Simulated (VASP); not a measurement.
Here is a VASP 6.6.1 calculation.

File INCAR:

```
ALGO     = Normal         # electronic algorithm
DIPOL    = 0.5 0.5 0.500
EDIFF    = 1E-6           # SCF threshold, eV
EFIELD   = 0.1          
ENCUT    = 520            # plane-wave cutoff, eV
GGA      = PE             # functional
IDIPOL   = 3            
ISIF     = 2              # what is computed and relaxed
ISMEAR   = -1             # smearing method
LASPH    = True           # aspherical terms in the spheres
LCHARG   = False          # write CHGCAR
LDIPOL   = True         
LREAL    = False          # projectors in reciprocal space
LVACPOTAV= True         
LVHAR    = True         
LWAVE    = False          # write WAVECAR
NELM     = 80             # most SCF steps
PREC     = Accurate       # precision mode
SIGMA    = 0.05           # smearing width, eV
```

The input KPOINTS:

```
k-points
0
Gamma
  8 8 1
```

POSCAR

```
Ba
1.0
    3.9100000000      0.0000000000      0.0000000000
   -1.9550000000      3.6500000000      0.0000000000
    0.0000000000      0.0000000000     20.7000000000
Ba
2
Direct
    0.0000000000      0.0000000000      0.3623188406
    0.0000000000      0.0000000000      0.6376811594
```

Potentials or basis: VASP PAW PBE potentials, release 64 (Ba_sv).

The run is started by

```sh
$ cat potpaw_PBE.64/Ba_sv/POTCAR > POTCAR
$ mpirun -np 1 vasp_std > vasp.out
```

Q: Predict the largest force.

A: 0.192 eV/Å.

Q: What does it give for the band gap on the k mesh?

A: None (metal or under the smearing width).

Forces in eV/Å, atoms in the order of the input:
```
Ba   0.000  0.000  0.192
Ba   0.000  0.000 -0.192
```

Spin-orbit coupling is left out, which matters for the levels of Ba.
